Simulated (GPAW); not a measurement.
# CdTe (F-43m) in GPAW: further runs

The runs below take CdTe through band structure, equation of state, single point, with optPBE-vdW, vdW-DF2, OLYP, TB-mBJ.

Program: GPAW 26.7.0. These are calculated values, not measurements. Logs are shortened: lines on timing, memory, paths and dates and some standing lists are left out, and cuts for length are marked. The log counts tension as positive stress, the text compression.

**Experimental background.**

From a printed reference work, data compilation, for a bulk crystal of CdTe at 0 K: band gap 1.607 eV.

The runs below are set against these values where they give the same quantity.

### Step 1. The structure

It takes space group F-43m (No. 216, cubic). The conventional cell has a = 6.410 Å, b = 6.410 Å, c = 6.410 Å, α = 90.00°, β = 90.00°, γ = 90.00°. Te (site symmetry -43m) has 4 Cd at 2.78 Å as nearest neighbours. Around Cd (site symmetry -43m) lie 4 Te at 2.78 Å.

### Step 2. Band structure, optPBE-vdW, spin-orbit coupling, no magnetisation

The input, run.py:

```python
import numpy as np
from ase.dft.bandgap import bandgap
from ase.io import read, write
from gpaw import GPAW, PW
from gpaw.spinorbit import soc_eigenstates

atoms = read('CdTe.xyz')

calc = GPAW(mode=PW(600),
            xc={'name': 'optPBE-vdW', 'backend': 'libvdwxc'},
            kpts={'size': (6, 6, 6), 'gamma': True},
            occupations={'name': 'fermi-dirac', 'width': 0.05},
            nbands=18,
            convergence={'density': 1e-05, 'energy': 1e-05},
            maxiter=150,
            txt='gpaw.txt')
atoms.calc = calc
energy = atoms.get_potential_energy()
forces = atoms.get_forces()
calc.write('gs.gpw')
write('result.traj', atoms)
print(f'Energy: {energy:.6f} eV')
print('Forces (eV/A):')
print(forces.round(4))
print('Fermi level:', round(calc.get_fermi_level(), 4), 'eV')
print(f'Gap: {bandgap(calc)[0]:.4f} eV, direct: {bandgap(calc, direct=True)[0]:.4f} eV')

path = atoms.cell.bandpath('GXWKGLUWLK,UX', npoints=60, eps=1e-4)
bs_calc = calc.fixed_density(kpts=path, symmetry='off', nbands=31,
                             convergence={'bands': 'CBM+6.0', 'eigenstates': 1e-6}, txt='bands.txt')
bs = bs_calc.band_structure()
bs.write('bs.json')
print(f'Gap on the path: {bandgap(bs_calc)[0]:.4f} eV')

soc = soc_eigenstates(bs_calc, theta=54.7, phi=45)
np.savetxt('soc_bands.dat', soc.eigenvalues(), fmt='%.4f')
mesh = soc_eigenstates('gs.gpw', theta=54.7, phi=45)
np.savetxt('soc_mesh.dat', mesh.eigenvalues(), fmt='%.4f')
print('Fermi level with spin-orbit coupling:', round(mesh.fermi_level, 4), 'eV')
```

The input, CdTe.xyz:

```xyz
2
Lattice="0.0000000000 3.2050000000 3.2050000000 3.2050000000 0.0000000000 3.2050000000 3.2050000000 3.2050000000 0.0000000000" Properties=species:S:1:pos:R:3 pbc="T T T"
Te     4.8075000000      4.8075000000      4.8075000000
Cd     0.0000000000      0.0000000000      0.0000000000
```

Potentials or basis: GPAW PAW data sets (gpaw-data 1.2.1), pw.

Run with:

```console
OMP_NUM_THREADS=1 python run.py
```

gpaw.txt:

```text
__  _  _
 | _ |_)|_||  |
 |__||  | ||/\| - 26.7.0

Input parameters:
  mode=PW(ecut=600.0),
  convergence={'density': 1e-05, 'energy': 1e-05},
  kpts=MonkhorstPack(size=(6, 6, 6), gamma=True),
  maxiter=150,
  nbands=18,
  occupations=Occupations(name='fermi-dirac', width=0.05),
  xc=XC(name='optPBE-vdW', backend='libvdwxc')

Diagonalizing LCAO Hamiltonian
Converting LCAO to pw mode

                      Te

       Cd

Atoms  # Å, Bohr magnetons
|   | symbol |        x |        y |        z |    initial magnetic moments |
|---|--------|----------|----------|----------|-----------------------------|
| 0 |     Te | 4.807500 | 4.807500 | 4.807500 | ( 0.0000,  0.0000,  0.0000) |
| 1 |     Cd | 0.000000 | 0.000000 | 0.000000 | ( 0.0000,  0.0000,  0.0000) |

Unit cell  # Å
| periodic |        x |        y |        z |  lengths |    angles |
|----------|----------|----------|----------|----------|-----------|
|      yes | 0.000000 | 3.205000 | 3.205000 | 4.532554 | 60.000000 |
|      yes | 3.205000 | 0.000000 | 3.205000 | 4.532554 | 60.000000 |
|      yes | 3.205000 | 3.205000 | 0.000000 | 4.532554 | 60.000000 |

Number of symmetries: 24
Symmetry operations  # r_c * U_cc + t_c -> r_c
|    | kind |            matrix            |
|----|------|------------------------------|
|  0 |  E   |  1, 0, 0,  0, 1, 0,  0, 0, 1 |
|  1 |  σ   |  1, 0, 0,  0, 0, 1,  0, 1, 0 |
|  2 |  σ   |  1, 0,-1,  0, 1,-1,  0, 0,-1 |
|  3 |  C3  |  1, 0,-1,  0, 0,-1,  0, 1,-1 |
|  4 |  C3  |  1,-1, 0,  0,-1, 1,  0,-1, 0 |
|  5 |  σ   |  1,-1, 0,  0,-1, 0,  0,-1, 1 |
|  6 |  σ   |  0, 1, 0,  1, 0, 0,  0, 0, 1 |
|  7 |  C3  |  0, 1, 0,  0, 0, 1,  1, 0, 0 |
|  8 |  C2  |  0, 1,-1,  1, 0,-1,  0, 0,-1 |
|  9 |  S4  |  0, 1,-1,  0, 0,-1,  1, 0,-1 |
| 10 |  C3  |  0, 0, 1,  1, 0, 0,  0, 1, 0 |
| 11 |  σ   |  0, 0, 1,  0, 1, 0,  1, 0, 0 |
| 12 |  S4  |  0, 0,-1,  1, 0,-1,  0, 1,-1 |
| 13 |  C3  |  0, 0,-1,  0, 1,-1,  1, 0,-1 |
| 14 |  S4  |  0,-1, 1,  1,-1, 0,  0,-1, 0 |
| 15 |  C2  |  0,-1, 1,  0,-1, 0,  1,-1, 0 |
| 16 |  C3  |  0,-1, 0,  1,-1, 0,  0,-1, 1 |
| 17 |  S4  |  0,-1, 0,  0,-1, 1,  1,-1, 0 |
| 18 |  S4  | -1, 1, 0, -1, 0, 1, -1, 0, 0 |
| 19 |  C3  | -1, 1, 0, -1, 0, 0, -1, 0, 1 |
| 20 |  C3  | -1, 0, 1, -1, 1, 0, -1, 0, 0 |
| 21 |  S4  | -1, 0, 1, -1, 0, 0, -1, 1, 0 |
| 22 |  σ   | -1, 0, 0, -1, 1, 0, -1, 0, 1 |
| 23 |  C2  | -1, 0, 0, -1, 0, 1, -1, 1, 0 |

BZ-sampling:
  Number of BZ points: 216
  Number of IBZ points: 16

  Monkhorst-Pack size: [6, 6, 6]
  Monkhorst-Pack shift: [0.08333333333333333, 0.08333333333333333, 0.08333333333333333]

K-points  # in reciprocal-cell coordinates
|     |                                coordinates |     weight |
|-----|--------------------------------------------|------------|
|   0 | (  0.00000000,   0.00000000,   0.00000000) | 0.00462963 |
|   1 | (  0.16666667,   0.16666667,   0.00000000) | 0.02777778 |
|   2 | (  0.16666667,   0.16666667,   0.16666667) | 0.03703704 |
|   3 | (  0.33333333,   0.16666667,   0.16666667) | 0.05555556 |
|   4 | (  0.33333333,   0.33333333,  -0.33333333) | 0.05555556 |
|   5 | (  0.33333333,   0.33333333,   0.00000000) | 0.02777778 |
|   6 | (  0.33333333,   0.33333333,   0.16666667) | 0.11111111 |
|   7 | (  0.33333333,   0.33333333,   0.33333333) | 0.03703704 |
|   8 | (  0.50000000,   0.33333333,  -0.33333333) | 0.11111111 |
|   9 | (  0.50000000,   0.33333333,  -0.16666667) | 0.05555556 |
| ... |                                            |            |
|  15 | (  0.50000000,   0.50000000,   0.50000000) | 0.01851852 |

Plane wave coefficients: 2215
Cutoff: 600.0 eV

Spin-components: 1 (collinear spins)
Bands:           18
Projectors:      11
Spin-degeneracy: 2
Datatype:        complex128

Parallelization:
  kpt:    1
  domain: 1
  band:   1

Density:
  Valence electrons: 18.0
  Components: 1
  Grid points: [27 27 27]
  Charge: 0.0  # |e|

Potential:
  Grid points: [27 27 27]

species:
  Te:
    name:    Tellurium
    Z:       52.0
    valence: 6
    core:    46
    charge:  0.0  # [|e|]
    compensation charges:
      type: gauss
      rc: 0.36  # [Å]
      lmax: 2
    cutoffs:
      filter: 2.09  # [Å]
      core: 3.17  # [Å]
    projectors
    | kind |    occ | energy [eV] | rcut [Å] |
    |------|--------|-------------|----------|
    |   5s |  2.000 |     -15.089 |    1.180 |
    |   5p |  4.000 |      -5.955 |    1.196 |
    |    s |        |      12.123 |    1.180 |
    |    p |        |      21.256 |    1.196 |
    |    d |        |       0.000 |    1.238 |

    Using partial waves for Te as LCAO basis

  Cd:
    name:    Cadmium
    Z:       48.0
    valence: 12
    core:    36
    charge:  0.0  # [|e|]
    compensation charges:
      type: gauss
      rc: 0.38  # [Å]
      lmax: 2
    cutoffs:
      filter: 2.12  # [Å]
      core: 2.62  # [Å]
    projectors
    | kind |    occ | energy [eV] | rcut [Å] |
    |------|--------|-------------|----------|
    |   5s |  2.000 |      -5.655 |    1.191 |
    |   5p |  0.000 |      -1.186 |    1.228 |
    |   4d | 10.000 |     -11.739 |    1.164 |
    |    s |        |      21.556 |    1.191 |
    |    p |        |      26.026 |    1.228 |
    |    d |        |      15.473 |    1.164 |

    Using partial waves for Cd as LCAO basis

Reference energy: -336963.801770  # eV

eigensolver:
  PPCG
  Converge bands: occupied
  niter=2

density mixing:
  MSR1-Mixer
  Pratt-step length: 0.05
  Maximum mixing coefficient: 0.75
  Old densities: 10
  SVD Regularization: 0.005
  Good broyden scale: 1.0
  Trust region scale: 1.0
  Backstep threshold: 4.0
  History deletion threshold: 6.0
  Fourier metric: weight=20.0, sigma=0.015

occupation numbers:
  Fermi-Dirac:
    width: 0.0500  # eV

poisson solver:
  ecut: 4800.0  # eV

xc functional:
  name: vdW-optPBE with libvdwxc
  Mode: serial
  Semilocal: GGA_X_OPTPBE_VDW+LDA_C_PW with 2 nearest neighbor stencil
  Corresponding non-local functional: vdW-DF
  Local blocksize: 54 x 54 x 54
  PAW datasets: PBE

convergence criteria:
[... 6 lines left out ...]
|iter     | |      energy | eigst |  dens |
|---------|-|-------------|-------|-------|
|iter:   1| |  -47.794506 | -0.39 |       |
|iter:   2| |  -47.755992 | -2.23 | -1.26 |
|iter:   3| |  -47.600904 | -1.74 | -1.29 |
|iter:   4| |  -47.602250 | -3.38 | -1.85 |
|iter:   5| |  -47.602354 | -3.89 | -2.31 |
|iter:   6| |  -47.602388c| -5.38 | -3.07 |
|iter:   7| |  -47.602394c| -6.56 | -3.56 |
|iter:   8| |  -47.602394c| -7.93c| -4.49 |
|iter:   9| |  -47.602394c| -8.04c| -5.00c|

Converged in 9 steps
Energy contributions relative to reference atoms: (reference = -336963.801770)

Energy contributions:
  Kinetic:          28.546669
  Coulomb:         -25.701352
  Zero:              0.113192
  External:          0.000000
  Xc:              -50.560902
  Entropy:          -0.000002
  Spinorbit:         0.000000
  ----------------------------
  Free energy:     -47.602395
  Extrapolated:    -47.602394

dipole moment: (-16.445485, -16.445485, -16.445485)  # |e|*Ang

Fermi level: 4.534
Eigenvalues  # (at kpt = [0.000, 0.000, 0.000])
| band index |      eig [eV] | occ [0-2] |
|------------|---------------|-----------|
|          0 |        -7.263 |     2.000 |
|          1 |        -4.389 |     2.000 |
|          2 |        -4.389 |     2.000 |
|          3 |        -4.389 |     2.000 |
|          4 |        -4.111 |     2.000 |
|          5 |        -4.111 |     2.000 |
[... 10 lines left out ...]
|         16 |        14.150 |     0.000 |
|         17 |        14.150 |     0.000 |

Gap: 0.886 eV
Transition (v -> c):
  (s=0, k=0, n=8, [0.00, 0.00, 0.00]) -> (s=0, k=0, n=9, [0.00, 0.00, 0.00])
No difference between direct/indirect transitions

Forces  # eV/Ang
|        x |        y |        z |
|----------|----------|----------|
| -0.00000 | -0.00000 | -0.00000 |  # Te   0
| -0.00000 | -0.00000 | -0.00000 |  # Cd   1

# Writing to gs.gpw (mode='')
```

Wall time 43 s (1 thread of AMD EPYC 7B13 (Zen 3), shared host); peak memory 0.33 GiB.

What came out:

```yaml
Free_energy: -47.6024 eV
Band_gap_on_the_k_mesh: 0.57 eV, direct
Band_gap_along_the_path: 0.57 eV, direct
```

Levels at the corners of the path, in eV from the valence-band top:
```
point  band 15  band 16  band 17  band 18  band 19  band 20  band 21  band 22
    Γ     0.00     0.00     0.00     0.00     0.57     0.57     4.04     4.04
    X    -2.48    -2.48    -2.10    -2.10     2.22     2.22     2.37     2.37
    W    -3.10    -2.60    -2.58    -2.56     3.79     4.24     4.35     4.42
    K    -3.22    -2.89    -1.95    -1.91     2.55     2.58     4.13     4.35
    Γ     0.00     0.00     0.00     0.00     0.57     0.57     4.04     4.04
    L    -1.44    -1.44    -0.85    -0.85     1.55     1.55     4.80     4.80
    U    -3.22    -2.89    -1.95    -1.91     2.55     2.58     4.13     4.35
    W    -3.10    -2.60    -2.58    -2.56     3.79     4.24     4.35     4.42
    L    -1.44    -1.44    -0.85    -0.85     1.55     1.55     4.80     4.80
    K    -3.22    -2.89    -1.95    -1.91     2.55     2.58     4.13     4.35
    U    -3.22    -2.89    -1.95    -1.91     2.55     2.58     4.13     4.35
    X    -2.48    -2.48    -2.10    -2.10     2.22     2.22     2.37     2.37
```

Caveat: spin-orbit coupling was added after a scalar SCF, so levels and gaps hold it while energy, forces, pressure and moments don't; this program's spin-orbit splittings come out too wide for heavy elements; the PAW data sets were made with another functional, which shifts forces and pressure a little.

### Step 3. Equation of state, vdW-DF2

The input, run.py:

```python
from ase.eos import EquationOfState
from ase.io import Trajectory, read
from ase.units import GPa
from gpaw import GPAW, PW

atoms = read('CdTe.xyz')

traj = Trajectory('eos.traj', 'w')
volumes, energies = [], []
for x in [0.94, 0.96, 0.98, 1.0, 1.02, 1.04, 1.06]:
    a = atoms.copy()
    a.set_cell(atoms.cell * x**(1 / 3), scale_atoms=True)
    calc = GPAW(mode=PW(600),
                xc={'name': 'vdW-DF2', 'backend': 'libvdwxc'},
                kpts={'size': (6, 6, 6), 'gamma': True},
                occupations={'name': 'fermi-dirac', 'width': 0.05},
                nbands=18,
                convergence={'density': 1e-05, 'energy': 1e-05},
                maxiter=150,
                txt=f'eos-{x:.2f}.txt')
    a.calc = calc
    energies.append(a.get_potential_energy(force_consistent=True))
    volumes.append(a.get_volume())
    calc.write(f'eos-{x:.2f}.gpw')
    traj.write(a)
    print(f'{x:.2f} {volumes[-1]:10.4f} A^3 {energies[-1]:14.6f} eV', flush=True)

v0, e0, B = EquationOfState(volumes, energies, eos='birchmurnaghan').fit()
print(f'V0 = {v0:.4f} A^3, E0 = {e0:.6f} eV, B0 = {B / GPa:.2f} GPa')
```

CdTe.xyz is that of step 2.

Potentials or basis: GPAW PAW data sets (gpaw-data 1.2.1), pw.

Run with:

```console
OMP_NUM_THREADS=1 python run.py
```

It took 87 s on 1 thread of AMD EPYC 7B13 (Zen 3), shared host; peak memory 0.41 GiB.

It converged, with:

```
Equilibrium volume : outside the volumes run
```

Energy against volume, from the lowest point:
```csv
volume (Å³/atom),energy (meV/atom)
30.947,203.94
31.605,155.75
32.263,114.00
32.922,78.07
33.580,47.43
34.239,21.58
34.897,0.00
```

Caveat: the PAW data sets were made with another functional, which shifts forces and pressure a little. The run has no spin-orbit coupling, so splittings on Te are missing.

### Step 4. Band structure, OLYP, spin-orbit coupling, no magnetisation

The input, run.py:

```python
import numpy as np
from ase import Atoms
from ase.dft.bandgap import bandgap
from ase.io import write
from ase.units import GPa
from gpaw import GPAW, PW, setup_paths
from gpaw.spinorbit import soc_eigenstates

setup_paths.insert(0, '.')

atoms = Atoms(['Te', 'Cd'],
              cell=[[0.0, 3.205, 3.205],
                    [3.205, 0.0, 3.205],
                    [3.205, 3.205, 0.0]],
              scaled_positions=[[0.75, 0.75, 0.75],
                                [0.0, 0.0, 0.0]],
              pbc=True)

calc = GPAW(mode=PW(600),
            xc='GGA_X_OPTX+GGA_C_LYP',
            kpts={'size': (6, 6, 6), 'gamma': True},
            occupations={'name': 'fermi-dirac', 'width': 0.05},
            nbands=18,
            convergence={'density': 1e-05, 'energy': 1e-05},
            eigensolver='davidson',
            maxiter=150,
            txt='gpaw.txt')
atoms.calc = calc
energy = atoms.get_potential_energy()
forces = atoms.get_forces()
stress = atoms.get_stress()
calc.write('gs.gpw')
write('result.traj', atoms)
print(f'Energy: {energy:.6f} eV')
print('Forces (eV/A):')
print(forces.round(4))
print('Stress (GPa):', (stress / GPa).round(3))
print('Fermi level:', round(calc.get_fermi_level(), 4), 'eV')
print(f'Gap: {bandgap(calc)[0]:.4f} eV, direct: {bandgap(calc, direct=True)[0]:.4f} eV')

path = atoms.cell.bandpath('GXWKGLUWLK,UX', npoints=60, eps=1e-4)
bs_calc = calc.fixed_density(kpts=path, symmetry='off', nbands=31,
                             convergence={'bands': 'CBM+6.0', 'eigenstates': 1e-6}, txt='bands.txt')
bs = bs_calc.band_structure()
bs.write('bs.json')
print(f'Gap on the path: {bandgap(bs_calc)[0]:.4f} eV')

soc = soc_eigenstates(bs_calc, theta=0, phi=0)
np.savetxt('soc_bands.dat', soc.eigenvalues(), fmt='%.4f')
mesh = soc_eigenstates('gs.gpw', theta=0, phi=0)
np.savetxt('soc_mesh.dat', mesh.eigenvalues(), fmt='%.4f')
print('Fermi level with spin-orbit coupling:', round(mesh.fermi_level, 4), 'eV')
```

Potentials or basis: PAW data sets generated in the run's folder for this functional, pw.

Run with:

```console
gpaw-setup -f GGA_X_OPTX+GGA_C_LYP Cd Te
OMP_NUM_THREADS=1 python run.py
```

It took 47 s on 1 thread of AMD EPYC 7B13 (Zen 3), shared host; peak memory 0.3 GiB.

It converged, with:

```
Free energy             : -3.6973 eV
Pressure                : 5.6 GPa
Band gap on the k mesh  : 0.93 eV, direct
Band gap along the path : 0.94 eV, direct
```

Levels at the corners of the path, in eV from the valence-band top:
| point | band 16 | band 17 | band 18 | band 19 | band 20 | band 21 |
| --- | --- | --- | --- | --- | --- | --- |
| Γ | 0.00 | 0.00 | 0.00 | 0.94 | 0.94 | 4.20 |
| X | -2.41 | -2.03 | -2.03 | 2.66 | 2.66 | 2.76 |
| W | -2.46 | -2.45 | -2.43 | 3.94 | 4.36 | 4.83 |
| K | -2.73 | -1.89 | -1.84 | 2.90 | 2.97 | 4.47 |
| Γ | 0.00 | 0.00 | 0.00 | 0.94 | 0.94 | 4.20 |
| L | -1.41 | -0.83 | -0.83 | 1.85 | 1.85 | 5.03 |
| U | -2.73 | -1.89 | -1.84 | 2.90 | 2.97 | 4.47 |
| W | -2.46 | -2.45 | -2.43 | 3.94 | 4.36 | 4.83 |
| L | -1.41 | -0.83 | -0.83 | 1.85 | 1.85 | 5.03 |
| K | -2.73 | -1.89 | -1.84 | 2.90 | 2.97 | 4.47 |
| U | -2.73 | -1.89 | -1.84 | 2.90 | 2.97 | 4.47 |
| X | -2.41 | -2.03 | -2.03 | 2.66 | 2.66 | 2.76 |

Caveat: spin-orbit coupling was added after a scalar SCF, so levels and gaps hold it while energy, forces, pressure and moments don't; this program's spin-orbit splittings come out too wide for heavy elements.

(Continued in part 2 of 2.)
